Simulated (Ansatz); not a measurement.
MgTe (zincblende) (r2SCAN geometry), in Ansatz:

```cif
data_structure
_symmetry_space_group_name_H-M 'F-43m'
_symmetry_Int_Tables_number 216
_cell_length_a 6.4662
_cell_length_b 6.4662
_cell_length_c 6.4662
_cell_angle_alpha 90.000
_cell_angle_beta 90.000
_cell_angle_gamma 90.000
_cell_volume 270.37
loop_
_atom_site_label
_atom_site_type_symbol
_atom_site_symmetry_multiplicity
_atom_site_Wyckoff_symbol
_atom_site_fract_x
_atom_site_fract_y
_atom_site_fract_z
_atom_site_occupancy
Mg1 Mg 4 a 0.00000 0.00000 0.00000 1
Te1 Te 4 d 0.25000 0.25000 0.75000 1
```

G0W0@PBE with 254 empty bands, a screening cutoff of 140 eV and a 4×4×4 mesh (PAW, contour deformation) gives 3.610 eV over the mesh points, from a PBE gap of 2.411 eV; it sums over 267 bands with 259 plane waves in the screening and a wave cutoff of 420 eV. G0W0 here is at a finite number of bands, screening cutoff and k mesh, not at the basis limit. All values are calculated for a non-magnetic cell, which may be hypothetical.

(1) Estimate the gap with empty bands 467, screening cutoff 210 eV.

(2) Estimate the gap with starting point LDA.

(3) Another run gave a Kohn-Sham gap of 2.411 eV and a G0W0 gap of 3.546 eV, summing over 122 bands with 113 plane waves in the screening and a wave cutoff of 420 eV. What was changed?

Results:

(1) 3.633 eV (+0.023 eV), from a Kohn-Sham gap of 2.411 eV.

(2) 3.462 eV (-0.148 eV), from a Kohn-Sham gap of 2.168 eV.

(3) Empty bands 109, screening cutoff 80 eV. The counts of bands and plane waves show it.

No spin-orbit coupling is included; it can move band edges with weight on the heavy atoms by tenths of an eV.
